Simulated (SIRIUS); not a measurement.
Crystal: Y.

```xyz
1
Lattice="0.0000 2.5520 2.5520 2.5520 0.0000 2.5520 2.5520 2.5520 0.0000" Properties=species:S:1:pos:R:3 pbc="T T T"
Y     0.0000    0.0000    0.0000
```

This isn't the form of Y at room conditions, which is hcp.

| Quantity | Value |
| --- | --- |
| Program | SIRIUS 7.10.0 |
| Task | single point |
| Functional | PBE |
| Potentials or basis | PseudoDojo 0.4.1 PBE standard (scalar relativistic) |
| Cutoff | 983 eV |
| Density cutoff | 3932 eV |
| k mesh | 9 × 9 × 9 |
| Occupations | fermi-dirac, width 0.05 eV |
| Spin | no spin polarisation |

On this cell: pressure -0.8 GPa; band gap on the k mesh none (metal or under the smearing width).

The same run follows on a disturbed copy (cell strained at random at fixed volume):

```
Y
1.0
     0.02633    2.56043    2.58486
     2.55941    0.04610    2.56509
     2.57995    2.56119    0.02557
Y
1
Direct
  0.01034 0.99772 0.00314
```

What does the disturbed cell give?

The energy (extrapolated to zero smearing) moves by +2.2 meV/atom; pressure -0.8 GPa; band gap on the k mesh none (metal or under the smearing width).

Stress tensor (GPa, compression positive):
```
-0.86 -0.55 -0.08
-0.55 -0.67 -0.53
-0.08 -0.53 -0.92
```
